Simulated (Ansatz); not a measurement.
**Electron scattering at the Σ5 (310) boundary in fcc Pt with Sn (substitutional)**

How much does the Σ5 (310) boundary in fcc Pt with Sn (substitutional) reflect electrons?

Program: Ansatz 0.2.0. Level of theory: Ansatz plane-wave DFT, PBE, PAW files; relaxation of a bicrystal slab with its lowest layers held; PAW set soft_1, in the first sound run; inputs show where later runs differ. Results are calculated unless marked as measured.

### 1. The starting structure

The cell holds 30 atoms: 29 Pt and 1 Sn. Cell: a = 6.201 Å, b = 3.922 Å, c = 29.603 Å, α = 90.0°, β = 90.0°, γ = 90.0°. It derives from Pt. built on the (3 1 0) plane; 2 overlapping atoms removed and the grains opened by 0 Å. Vacuum lies along c.

### 2. Relaxing the bicrystal

The boundary is built by mirroring the lower grain in the boundary plane and removing any atoms that overlap; then the Sn is put in at the boundary. A thin bicrystal slab is relaxed first, with the lowest layers held and the upper grain free to shift and open.

input.yaml

```yaml
crystal:
  lattice:
    - [6.2009102638, 0.0, 0.0]
    - [0.0, 3.9218, 0.0]
    - [0.0, 0.0, 29.602730792]
  atoms:
    - { symbol: Pt, position: [0.8999999999, 0.5, 0.1689033365] }
    - { symbol: Pt, position: [0.5999999999, 0.0, 0.1898504251] }
    - { symbol: Pt, position: [0.2999999999, 0.5, 0.2107975138] }
    - { symbol: Pt, position: [0.9999999999, 0.0, 0.2317446025] }
    - { symbol: Pt, position: [0.6999999999, 0.5, 0.2526916911] }
    - { symbol: Pt, position: [0.3999999999, 0.0, 0.2736387798] }
    - { symbol: Pt, position: [0.1, 0.5, 0.2945858684] }
    - { symbol: Pt, position: [0.8, 0.0, 0.3155329571] }
    - { symbol: Pt, position: [0.5, 0.5, 0.3364800457] }
    - { symbol: Pt, position: [0.2, 0.0, 0.3574271344] }
    - { symbol: Pt, position: [0.9, 0.5, 0.3783742231] }
    - { symbol: Pt, position: [0.6, 0.0, 0.3993213117] }
    - { symbol: Pt, position: [0.3, 0.5, 0.4202684004] }
    - { symbol: Sn, position: [0.0, 0.0, 0.441215489] }
    - { symbol: Pt, position: [0.6, 0.0, 0.4831096664] }
    - { symbol: Pt, position: [0.9, 0.5, 0.504056755] }
    - { symbol: Pt, position: [0.2, 0.0, 0.5250038437] }
    - { symbol: Pt, position: [0.5, 0.5, 0.5459509323] }
    - { symbol: Pt, position: [0.8, 0.0, 0.566898021] }
    - { symbol: Pt, position: [0.1, 0.5, 0.5878451096] }
    - { symbol: Pt, position: [0.3999999999, 0.0, 0.6087921983] }
    - { symbol: Pt, position: [0.6999999999, 0.5, 0.629739287] }
    - { symbol: Pt, position: [0.9999999999, 0.0, 0.6506863756] }
    - { symbol: Pt, position: [0.2999999999, 0.5, 0.6716334643] }
    - { symbol: Pt, position: [0.5999999999, 0.0, 0.6925805529] }
    - { symbol: Pt, position: [0.8999999999, 0.5, 0.7135276416] }
    - { symbol: Pt, position: [0.1999999999, 0.0, 0.7344747302] }
    - { symbol: Pt, position: [0.4999999999, 0.5, 0.7554218189] }
    - { symbol: Pt, position: [0.7999999999, 0.0, 0.7763689076] }
    - { symbol: Pt, position: [0.0999999999, 0.5, 0.7973159962] }
kpoints:
  mp_grid: { grid: [4, 6, 1] }
hamiltonian:
  xc: pbe
  pseudopotentials: { kind: paw, azcp: { folder: soft_1 } }
scf:
  occupations: { method: fermi_dirac, width: 0.1 }
relax:
  f_tol: 0.03
  max_steps: 80
  constraints: [{ sites: [0, 1, 2, 3, 4] }]
```

Command:

```sh
$ ansatz run input.yaml --threads 4 --pin off --max-ram 15360MiB --backend cpu --events-out ev --progress --plain --runs-dir out
```

Numbers of over 12 decimals in the logs are rounded to 6 here.

Log:

```text
Engine: ansatz 0.2.0, aarch64-unknown-linux-gnu
Pseudopotentials: kind: paw
Pseudopotential: Pt, paw, valence charge 18, recommended cutoff 420 eV (normal), soft_1/Pt.paw.azcp
Pseudopotential: Sn, paw, valence charge 14, recommended cutoff 420 eV (normal), soft_1/Sn.paw.azcp
Functional definition: PBE
  parameter kappa = 0.804
  parameter beta = 0.066725
  exchange = pbe_x(kappa = kappa, mu = beta*pi^2/3)
  correlation = pbe_c(beta = beta)
Crystal: 30 atoms, lattice volume = 719.901 Å³
Basis set: ecut = 420 eV, 14131 PW (Γ), exchange–correlation on 90×54×400 points (8 copies of the dense FFT grid, shifted against one another)
Bands: 322, of which v1, the nominal top of the filled ones, is band 268 counted from 1 (267 counted from 0)
Symmetry: 2 space group operations
Space group: Pm (ITA 6), of the structure as read, at distance tolerance 9.0e-5 Å
k-points: 12 of 24 (time reversal used)
Non-local potential: Pt, projectors of the file, l = 0: 3, l = 1: 2, l = 2: 2, l = 3: 1
Non-local potential: Sn, projectors of the file, l = 0: 2, l = 1: 2, l = 2: 2, l = 3: 1
PAW form: soft (Blöchl's): semilocal exchange-correlation on the pseudo side does not see the compensation charge
PAW one-centre angular grid: Pt, 590 points (default); XC on 64 Gauss nodes
PAW one-centre angular grid: Sn, 590 points (default); XC on 64 Gauss nodes
Initial density: superposition of atomic densities (neutral atoms: chi_scale 0, normalization atom)
Initial wavefunctions: pseudopotential atomic-orbital guess
Functional: x = pbe(κ = 0.804, μ = 0.219515), c = pbe(β = 0.066725)
SCF iter   1: F=—  HF=-369244.788913 eV  |F-HF|=—  |Δ(HF+E_count)|=         —  Δρ=6.95e-2  dr2=5.36e1  ethr=3.10e-3  ⟨swp⟩=6.1  Hψ=14149  notcnv=0  defer=80
preconditioner: auto → LDOS  [metal: Δε(μ)=0.006 eV  Ē_g=8.199 eV  σ=0.100 eV  W_gap=0.02  n_scr=218 (ndim 8)  ℏωp=24.1 eV  f_vac=0.313  D(μ)=42.66/eV (n_scr^D=404)  β→1.0]
SCF iter   2: F=—  HF=-369243.355754 eV  |F-HF|=—  |Δ(HF+E_count)|=    1.43e0  Δρ=5.80e-2  dr2=2.69e1  ethr=3.10e-3  ⟨swp⟩=3.0  Hψ=9535  notcnv=0  defer=301
SCF iter   3: F=—  HF=-369235.417737 eV  |F-HF|=—  |Δ(HF+E_count)|=    7.94e0  Δρ=1.13e-2  dr2=2.14e0  ethr=3.10e-3  ⟨swp⟩=2.0  Hψ=7315  notcnv=0  defer=346
SCF iter   4: F=—  HF=-369235.163494 eV  |F-HF|=—  |Δ(HF+E_count)|=   2.54e-1  Δρ=2.88e-3  dr2=4.01e-1  ethr=3.99e-4  ⟨swp⟩=2.2  Hψ=6695  notcnv=0  defer=343
SCF iter   5: F=—  HF=-369235.132724 eV  |F-HF|=—  |Δ(HF+E_count)|=   3.08e-2  Δρ=1.51e-3  dr2=4.45e-2  ethr=7.47e-5  ⟨swp⟩=2.0  Hψ=5008  notcnv=0  defer=343
SCF iter   6: F=—  HF=-369235.130405 eV  |F-HF|=—  |Δ(HF+E_count)|=   2.32e-3  Δρ=5.08e-4  dr2=4.13e-3  ethr=8.30e-6  ⟨swp⟩=2.1  Hψ=5194  notcnv=0  defer=343
SCF iter   7: F=—  HF=-369235.129503 eV  |F-HF|=—  |Δ(HF+E_count)|=   9.03e-4  Δρ=2.65e-4  dr2=1.21e-3  ethr=7.71e-7  ⟨swp⟩=2.0  Hψ=5482  notcnv=0  defer=343
SCF iter   8: F=—  HF=-369235.129454 eV  |F-HF|=—  |Δ(HF+E_count)|=   4.91e-5  Δρ=1.06e-4  dr2=2.27e-4  ethr=2.25e-7  ⟨swp⟩=2.1  Hψ=5107  notcnv=0  defer=343
SCF iter   9: F=—  HF=-369235.129433 eV  |F-HF|=—  |Δ(HF+E_count)|=   2.11e-5  Δρ=4.32e-5  dr2=3.23e-5  ethr=4.24e-8  ⟨swp⟩=2.0  Hψ=5263  notcnv=0  defer=343
SCF iter  10: F=-369235.129425 eV  HF=-369235.129432 eV  |F-HF|=6.84e-6  |Δ(HF+E_count)|=   1.04e-6  Δρ=1.99e-5  dr2=7.87e-6  ethr=4.20e-9  ⟨swp⟩=4.0  Hψ=10783  notcnv=0
SCF 1 converged in 10 iterations: F = -369235.129425 eV  dr2 = 7.87e-6
  greatest PAW one-centre occupation: 1.000 electrons in one spin orbital (limit 2), on the Pt atom at site 11 (counted from 0), in its partial waves of l = 0
relax step   1: F+E_penalty+E_count = -369235.12942479 eV  Δ(F+E_penalty+E_count) = +0.000e0 eV  max|allowed force component| = 1.092e0 eV/Å  Δτ_max = 0.0000 Å  (10 SCF iters, dr2 threshold 2.25e-5 eV, accepted)
Initial density: handed on by an earlier stage of this run
Initial wavefunctions: those handed on with the density
iter 1 solved again at ethr=6.42e-4 eV; its pass at ethr=3.10e-3 eV (dr2=3.44e0 eV) is discarded
SCF iter   1: F=—  HF=-369235.736740 eV  |F-HF|=—  |Δ(HF+E_count)|=         —  Δρ=1.10e-2  dr2=3.44e0  ethr=6.42e-4  ⟨swp⟩=1.1  Hψ=12378  notcnv=0  defer=338
preconditioner: auto → LDOS  [metal: Δε(μ)=0.006 eV  Ē_g=8.310 eV  σ=0.100 eV  W_gap=0.01  n_scr=218 (ndim 8)  ℏωp=24.1 eV  f_vac=0.311  D(μ)=45.90/eV (n_scr^D=466)  β→1.0]
SCF iter   2: F=—  HF=-369235.674987 eV  |F-HF|=—  |Δ(HF+E_count)|=   6.18e-2  Δρ=3.84e-3  dr2=1.74e-1  ethr=6.41e-4  ⟨swp⟩=2.0  Hψ=5069  notcnv=0  defer=338
SCF iter   3: F=—  HF=-369235.650789 eV  |F-HF|=—  |Δ(HF+E_count)|=   2.42e-2  Δρ=2.62e-3  dr2=1.57e-1  ethr=3.25e-5  ⟨swp⟩=3.0  Hψ=8236  notcnv=0  defer=338
SCF iter   4: F=—  HF=-369235.624328 eV  |F-HF|=—  |Δ(HF+E_count)|=   2.65e-2  Δρ=8.31e-4  dr2=1.26e-2  ethr=2.93e-5  ⟨swp⟩=2.0  Hψ=5706  notcnv=0  defer=338
SCF iter   5: F=—  HF=-369235.623138 eV  |F-HF|=—  |Δ(HF+E_count)|=   1.19e-3  Δρ=3.67e-4  dr2=3.28e-3  ethr=2.36e-6  ⟨swp⟩=2.1  Hψ=5278  notcnv=0  defer=338
SCF iter   6: F=—  HF=-369235.622935 eV  |F-HF|=—  |Δ(HF+E_count)|=   2.03e-4  Δρ=1.15e-4  dr2=2.64e-4  ethr=6.11e-7  ⟨swp⟩=2.1  Hψ=5017  notcnv=0  defer=338
SCF iter   7: F=-369235.622872 eV  HF=-369235.622919 eV  |F-HF|=4.78e-5  |Δ(HF+E_count)|=   1.55e-5  Δρ=5.06e-5  dr2=5.47e-5  ethr=1.39e-8  ⟨swp⟩=3.2  Hψ=14195  notcnv=0
SCF 2 converged in 7 iterations: F = -369235.622872 eV  dr2 = 5.47e-5
relax step   2: F+E_penalty+E_count = -369235.62287154 eV  Δ(F+E_penalty+E_count) = -4.934e-1 eV  max|allowed force component| = 7.144e-1 eV/Å  Δτ_max = 0.1948 Å  (7 SCF iters, dr2 threshold 7.45e-5 eV, accepted)
iter 1 solved again at ethr=3.60e-4 eV; its pass at ethr=3.10e-3 eV (dr2=1.93e0 eV) is discarded
SCF iter   1: F=—  HF=-369236.091610 eV  |F-HF|=—  |Δ(HF+E_count)|=         —  Δρ=1.42e-2  dr2=1.93e0  ethr=3.60e-4  ⟨swp⟩=1.2  Hψ=14780  notcnv=0  defer=331
preconditioner: auto → LDOS  [metal: Δε(μ)=0.010 eV  Ē_g=8.231 eV  σ=0.100 eV  W_gap=0.03  n_scr=218 (ndim 8)  ℏωp=24.1 eV  f_vac=0.305  D(μ)=45.83/eV (n_scr^D=464)  β→1.0]
SCF iter   2: F=—  HF=-369236.003921 eV  |F-HF|=—  |Δ(HF+E_count)|=   8.77e-2  Δρ=5.53e-3  dr2=5.27e-1  ethr=3.60e-4  ⟨swp⟩=2.0  Hψ=6295  notcnv=0  defer=331
SCF iter   3: F=—  HF=-369235.904625 eV  |F-HF|=—  |Δ(HF+E_count)|=   9.93e-2  Δρ=2.26e-3  dr2=6.27e-2  ethr=9.84e-5  ⟨swp⟩=2.4  Hψ=6578  notcnv=0  defer=331
SCF iter   4: F=—  HF=-369235.892094 eV  |F-HF|=—  |Δ(HF+E_count)|=   1.25e-2  Δρ=5.78e-4  dr2=1.06e-2  ethr=1.17e-5  ⟨swp⟩=3.0  Hψ=6515  notcnv=0  defer=331
SCF iter   5: F=—  HF=-369235.890670 eV  |F-HF|=—  |Δ(HF+E_count)|=   1.42e-3  Δρ=2.58e-4  dr2=1.62e-3  ethr=1.97e-6  ⟨swp⟩=2.2  Hψ=5711  notcnv=0  defer=338
[...]
relax step   5: F+E_penalty+E_count = -369236.01171785 eV  Δ(F+E_penalty+E_count) = -2.847e-2 eV  max|allowed force component| = 5.355e-1 eV/Å  Δτ_max = 0.2000 Å  (8 SCF iters, dr2 threshold 5.44e-6 eV, accepted)
relax step   6: F+E_penalty+E_count = -369236.06120550 eV  Δ(F+E_penalty+E_count) = -4.949e-2 eV  max|allowed force component| = 1.469e-1 eV/Å  Δτ_max = 0.1415 Å  (6 SCF iters, dr2 threshold 1.00e-4 eV, accepted)
relax step   7: F+E_penalty+E_count = -369236.09915111 eV  Δ(F+E_penalty+E_count) = -3.795e-2 eV  max|allowed force component| = 1.080e-1 eV/Å  Δτ_max = 0.1962 Å  (9 SCF iters, dr2 threshold 1.62e-6 eV, accepted)
relax step   8: F+E_penalty+E_count = -369236.12071605 eV  Δ(F+E_penalty+E_count) = -2.156e-2 eV  max|allowed force component| = 6.840e-2 eV/Å  Δτ_max = 0.1954 Å  (10 SCF iters, accepted)
relax step   9: F+E_penalty+E_count = -369236.13439663 eV  Δ(F+E_penalty+E_count) = -1.368e-2 eV  max|allowed force component| = 7.929e-2 eV/Å  Δτ_max = 0.1946 Å  (8 SCF iters, dr2 threshold 1.88e-6 eV, accepted)
relax step  10: F+E_penalty+E_count = -369236.13891633 eV  Δ(F+E_penalty+E_count) = -4.520e-3 eV  max|allowed force component| = 3.112e-2 eV/Å  Δτ_max = 0.1948 Å  (8 SCF iters, dr2 threshold 2.52e-6 eV, accepted)
relax step  11: F+E_penalty+E_count = -369236.13438443 eV  Δ(F+E_penalty+E_count) = +4.532e-3 eV  max|allowed force component| = 1.107e-1 eV/Å  Δτ_max = 0.0293 Å  (9 SCF iters, rejected (line search))
SCF iter   1: F=—  HF=-369236.144086 eV  |F-HF|=—  |Δ(HF+E_count)|=         —  Δρ=2.14e-3  dr2=3.38e-2  ethr=4.90e-5  ⟨swp⟩=3.0  Hψ=6688  notcnv=0  defer=345
preconditioner: auto → LDOS  [metal: Δε(μ)=0.006 eV  Ē_g=8.175 eV  σ=0.100 eV  W_gap=0.01  n_scr=218 (ndim 8)  ℏωp=24.1 eV  f_vac=0.300  D(μ)=45.56/eV (n_scr^D=456)  β→1.0]
SCF iter   2: F=—  HF=-369236.141262 eV  |F-HF|=—  |Δ(HF+E_count)|=   2.82e-3  Δρ=6.53e-4  dr2=3.98e-3  ethr=6.31e-6  ⟨swp⟩=2.0  Hψ=6231  notcnv=0  defer=345
SCF iter   3: F=—  HF=-369236.140055 eV  |F-HF|=—  |Δ(HF+E_count)|=   1.21e-3  Δρ=2.36e-4  dr2=1.19e-3  ethr=7.43e-7  ⟨swp⟩=3.0  Hψ=7534  notcnv=0  defer=345
SCF iter   4: F=—  HF=-369236.139885 eV  |F-HF|=—  |Δ(HF+E_count)|=   1.70e-4  Δρ=9.24e-5  dr2=1.10e-4  ethr=2.21e-7  ⟨swp⟩=2.2  Hψ=5753  notcnv=0  defer=345
SCF iter   5: F=—  HF=-369236.139852 eV  |F-HF|=—  |Δ(HF+E_count)|=   3.29e-5  Δρ=3.64e-5  dr2=3.86e-5  ethr=2.04e-8  ⟨swp⟩=2.2  Hψ=5585  notcnv=0  defer=345
SCF iter   6: F=—  HF=-369236.139357 eV  |F-HF|=—  |Δ(HF+E_count)|=   4.94e-4  Δρ=1.49e-5  dr2=3.43e-6  ethr=7.19e-9  ⟨swp⟩=2.1  Hψ=5202  notcnv=0  defer=345
SCF iter   7: F=—  HF=-369236.139357 eV  |F-HF|=—  |Δ(HF+E_count)|=   1.57e-7  Δρ=6.09e-6  dr2=6.20e-7  ethr=6.40e-10  ⟨swp⟩=2.0  Hψ=5384  notcnv=0  defer=345
SCF iter   8: F=-369236.139357 eV  HF=-369236.139357 eV  |F-HF|=6.54e-8  |Δ(HF+E_count)|=   1.86e-8  Δρ=2.07e-6  dr2=7.55e-8  ethr=1.87e-11  ⟨swp⟩=3.0  Hψ=14198  notcnv=0
SCF 12 converged in 8 iterations: F = -369236.139357 eV  dr2 = 7.55e-8
relax step  12: F+E_penalty+E_count = -369236.13935710 eV  Δ(F+E_penalty+E_count) = -4.408e-4 eV  max|allowed force component| = 1.828e-2 eV/Å  Δτ_max = 0.0124 Å  (8 SCF iters, accepted)
SCF converged after 8 iterations
Free energy (F): -369236.139357 eV
Harris-Foulkes:  -369236.139357 eV  (|F-HF|=6.54e-8)
Internal energy: -369234.672203 eV  (E = F + TS)
E sigma→0 (E₀):  -369235.405780 eV
Entropy (-TS):   -1.467154 eV (-48.905 meV/atom)
Fermi energy:    12.588678 eV
--- Per-component energies (eV) ---
  E_band       = -9244.617721
  E_kinetic    = 17458.252655
  E_local      = -595052.740720  (includes V_loc(G=0)·N_el)
  E_nonlocal   = 6056.881475
  E_hartree    = 289877.008715
  E_xc         = -6846.900357
  E_vxc        = -7927.453434  (∫ρ·V_xc dr)
  E_paw        = -279402.375964  (= ΣΔE_a)
  E_vpaw       = -9533.528424  (= ΣTr[D̂ρ^β])
  E_aug_tail   = 0.032922  (compensation charges beyond the density's cutoff)
  E_ewald      = 198675.169070
  E_smearing   = -1.467154  (= −TS)
  E_closure    = 0.000000  (closes the sum)
  Σ components = -369236.139357   (vs F -369236.139357, Δ=0.00e0)
--- Forces (eV/Å), atoms counted from 1 ---
  atom   1  Pt    -0.32003309     0.00000000     0.93565786
  atom   2  Pt     0.07140766     0.00000000     0.05490761
  atom   3  Pt     0.32411418     0.00000000    -0.42223969
  atom   4  Pt     0.33186001     0.00000000    -0.67496315
  atom   5  Pt    -0.41237313     0.00000000     0.11089360
  atom   6  Pt     0.00078656     0.00000000    -0.00104184
  atom   7  Pt     0.00030853     0.00000000     0.00009073
  atom   8  Pt     0.00134103     0.00000000    -0.00272555
  atom   9  Pt    -0.00039455     0.00000000    -0.00130171
  atom  10  Pt     0.00294431     0.00000000    -0.00420778
  atom  11  Pt    -0.00383585     0.00000000    -0.00855583
  atom  12  Pt    -0.01212182     0.00000000    -0.00285755
  atom  13  Pt    -0.00023675     0.00000000     0.00257345
  atom  14  Sn     0.01489506     0.00000000    -0.00169468
  atom  15  Pt    -0.00313782     0.00000000     0.00108171
  atom  16  Pt    -0.00398440     0.00000000     0.00339859
  atom  17  Pt     0.00379502     0.00000000     0.01827980
  atom  18  Pt     0.00154274     0.00000000    -0.00247560
  atom  19  Pt     0.00129971     0.00000000    -0.00546857
  atom  20  Pt     0.00065919     0.00000000    -0.00106358
  atom  21  Pt     0.00066982     0.00000000    -0.00038242
  atom  22  Pt    -0.00017134     0.00000000     0.00097410
  atom  23  Pt    -0.00010678     0.00000000     0.00092107
  atom  24  Pt    -0.00115958     0.00000000     0.00130061
  atom  25  Pt    -0.00149732     0.00000000    -0.00122900
  atom  26  Pt     0.00139086     0.00000000     0.00084082
  atom  27  Pt     0.00086272     0.00000000    -0.00106574
  atom  28  Pt    -0.00004559     0.00000000     0.00047057
  atom  29  Pt     0.00235182     0.00000000    -0.00248624
  atom  30  Pt    -0.00115311     0.00000000     0.00244138
  max |Σ_I F_I| component: 7.30e-5 eV/Å
--- Relaxed structure (12 steps of the walk, 11 accepted, 0 SCFs on fresh bases) ---
  F+E_penalty+E_count = -369236.13935710 eV   max|allowed force component| = 1.828e-2 eV/Å
  atoms:
    - { symbol: Pt, position: [0.900000, 0.5, 0.168903] }
    - { symbol: Pt, position: [0.5999999999, 0.0, 0.189850] }
    - { symbol: Pt, position: [0.2999999999, 0.5, 0.210798] }
    - { symbol: Pt, position: [1.000000, 0.0, 0.231745] }
    - { symbol: Pt, position: [0.700000, 0.5, 0.252692] }
    - { symbol: Pt, position: [0.392036, 0.0, 0.274990] }
    - { symbol: Pt, position: [0.090800, 0.5, 0.297051] }
    - { symbol: Pt, position: [0.791062, 0.0, 0.318085] }
    - { symbol: Pt, position: [0.492938, 0.5, 0.338915] }
    - { symbol: Pt, position: [0.190265, 0.0, 0.362211] }
    - { symbol: Pt, position: [0.889565, 0.5, 0.385227] }
    - { symbol: Pt, position: [0.593799, 0.0, 0.404711] }
    - { symbol: Pt, position: [0.302176, 0.5, 0.427238] }
    - { symbol: Sn, position: [-0.026419, 0.0, 0.447953] }
    - { symbol: Pt, position: [0.402618, 0.0, 0.488663] }
    - { symbol: Pt, position: [0.710532, 0.5, 0.505870] }
    - { symbol: Pt, position: [0.00287053, 0.0, 0.534259] }
    - { symbol: Pt, position: [0.303904, 0.5, 0.552189] }
    - { symbol: Pt, position: [0.604067, 0.0, 0.574004] }
    - { symbol: Pt, position: [-0.095029, 0.5, 0.597093] }
    - { symbol: Pt, position: [0.209001, 0.0, 0.618202] }
    - { symbol: Pt, position: [0.507879, 0.5, 0.639374] }
    - { symbol: Pt, position: [0.810232, 0.0, 0.661394] }
    - { symbol: Pt, position: [0.108925, 0.5, 0.684155] }
    - { symbol: Pt, position: [0.405705, 0.0, 0.704234] }
    - { symbol: Pt, position: [0.706715, 0.5, 0.723690] }
    - { symbol: Pt, position: [0.029466, 0.0, 0.750250] }
    - { symbol: Pt, position: [0.324500, 0.5, 0.773089] }
    - { symbol: Pt, position: [0.617528, 0.0, 0.787602] }
    - { symbol: Pt, position: [-0.094595, 0.5, 0.805460] }
```

Elapsed: 23 min, on 4 threads of Arm Neoverse V1, shared host; peak memory 4.8 GiB; 90 min of CPU time.

Step by step:

```tsv
step	energy less that of the first step (eV)	largest force component (eV/Å)
1	0.0000	1.0917
2	-0.4934	0.7144
3	-0.7612	0.2700
4	-0.8538	0.1951
5	-0.8823	0.5355
6	-0.9318	0.1469
7	-0.9697	0.1080
8	-0.9913	0.0684
9	-1.0050	0.0793
10	-1.0095	0.0311
11	-1.0050	0.1107
12	-1.0099	0.0183
```

Relaxation step 11 was tried and not accepted.

The run keeps the 2 symmetry operations that it works with, so distortions that break them were not tested.

The atoms that moved most (Å):

```tsv
atom	dx	dy	dz	length
Pt25	-1.205	0.000	0.345	1.253
Pt17	-1.222	0.000	0.274	1.253
Pt24	-1.185	0.000	0.371	1.241
Pt20	-1.209	0.000	0.274	1.240
Pt26	-1.199	0.000	0.301	1.236
Pt15	-1.224	0.000	0.164	1.235
Pt19	-1.215	0.000	0.210	1.233
Pt30	-1.207	0.000	0.241	1.231
```

Numbers from this step:

```yaml
free_energy: -369236.1394 eV
energy_at_zero_smearing: -369235.4058 eV
fermi_energy: 12.59 eV
```

The largest force component on a free atom ends at 0.018 eV/Å, under the tolerance of 0.03, after 12 steps.

(Part 1 of 2 ends here.)

[Logs are printed without paths, hosts, clocks, repeated set-up lines and the standing remarks that a program may print on its own settings, such as how far it seeks lower states.]

[Hosts, paths, dates, database ids (printed as entryN), source tags and the programs' standing remarks are cut or masked in the printed files.]
